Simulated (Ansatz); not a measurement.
Turn this script for Ansatz's Python interface into the input file that the command-line program reads.

Script `sno.py`:
```python
"""Response of SnO to an electric field."""

import ansatz as az
import numpy as np


def main() -> None:
    lattice = az.Lattice.of(
        (3.355005, 0.0, 0.0),
        (0.0, 5.674104, 0.0),
        (0.0, 0.0, 4.22197),
    )
    sites = [
        ("Sn", (0.0, 0.231909, 0.513144)),
        ("Sn", (0.5, 0.768091, 0.013144)),
        ("O", (0.0, 0.89125, 0.736857)),
        ("O", (0.5, 0.10875, 0.236857)),
    ]
    crystal = az.Crystal(lattice=lattice)
    for symbol, position in sites:
        crystal = crystal.atom(symbol, position)

    # an insulator: whole occupations
    job = (
        crystal.calculation()
        .functional(az.Functional.PBESOL)
        .kpoints(6, 4, 5, center="gamma")
        .occupations("fixed")
        .dielectric()
    )
    outcome = job.run(threads=1, pin="off")
    response = outcome.dielectric
    eps = np.asarray(response.eps_inf)

    values = np.linalg.eigvalsh(eps)
    print("principal values of eps_inf:", np.round(values, 3))
    print("refractive indices:", np.round(np.sqrt(values), 3))
    for site, z in zip(outcome.lattice.sites, response.zstar_e):
        print(f"{site.symbol:2s} Z* trace/3 = {np.trace(z) / 3:+.3f} e")
    print(f"charge neutrality missed by {response.zstar_sum_residual_pre_e:.4f} e before the sum rule")


if __name__ == "__main__":
    main()
```

`python sno.py` gives:
```text
DeckWarning: basis.ecutwfc = 420 eV, auto-derived from the records' recommended cutoffs: set by Sn (normal level)
principal values of eps_inf: [6.013 6.669 8.026]
refractive indices: [2.452 2.582 2.833]
Sn Z* trace/3 = +2.610 e
Sn Z* trace/3 = +2.610 e
O  Z* trace/3 = -2.610 e
O  Z* trace/3 = -2.610 e
charge neutrality missed by 0.0042 e before the sum rule
```
(Warnings from the package without file and line.)

`input.yaml`:
```yaml
crystal:
  lattice:
    - [3.355005, 0.0, 0.0]
    - [0.0, 5.674104, 0.0]
    - [0.0, 0.0, 4.22197]
  atoms:
    - { symbol: Sn, position: [0.0, 0.231909, 0.513144] }
    - { symbol: Sn, position: [0.5, 0.768091, 0.013144] }
    - { symbol: O, position: [0.0, 0.89125, 0.736857] }
    - { symbol: O, position: [0.5, 0.10875, 0.236857] }
kpoints:
  mp_grid:
    grid: [6, 4, 5]
    shift: [0.0, 0.0, 0.0]
hamiltonian:
  xc: pbesol
scf:
  occupations:
    method: fixed
dielectric: {}
```

Under fixed occupations the level called the Fermi level is the highest filled one on the SCF mesh; off the mesh a filled band can lie a little above it. Averages over directions belong to no single polarisation, least of all in layered crystals. Pressure is positive in compression. The structure comes from a database of computed cells and needn't be a stable or known phase. This is the electronic (clamped-ion) response; a semilocal gap that is too small tends to raise it. The typed mesh is that of the SCF; the response is solved on denser meshes that the run picks. It ran for 110 s on 1 thread of Arm Neoverse V2, with other jobs on the host, peak memory 0.9 GiB.

(Lines on the test bed's own set-up are left out of the output.)
